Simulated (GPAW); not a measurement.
GaN, 4 atoms in the cell. It takes space group P6_3mc (No. 186, hexagonal). Conventional cell: a = 3.180 Å, b = 3.180 Å, c = 5.166 Å, α = 90.00°, β = 90.00°, γ = 120.00°. Ga (site symmetry 3m) is surrounded by 4 N at 1.94 to 1.95 Å. N (site symmetry 3m) has 4 Ga at 1.94 to 1.95 Å as nearest neighbours. 

| Item | Value |
| --- | --- |
| Program | GPAW 26.7.0 |
| Task | single point |
| Functional | LDA |
| Potentials or basis | the program's PAW data sets (release 1.2.1) made for this functional |
| Cutoff | 600 eV |
| Basis | pw |
| k mesh | 8 × 8 × 4 |
| Occupations | fermi-dirac, width 0.05 eV |
| Spin | no spin polarisation |
| Maxiter | 120 |
| Convergence | default |

Potentials or basis: the program's PAW data sets (release 1.2.1) made for this functional, pw.

Launch:

```console
$ OMP_NUM_THREADS=1 python run.py
```

Hardware: 1 thread of Arm Neoverse V2 (shared host).

Estimate the wall time of this run.

Run time: 13 s on 1 thread of Arm Neoverse V2, on a shared host, peak memory 0.16 GiB. Counts: scf iterations 8, plane waves 1532, bands 18, k points 35.
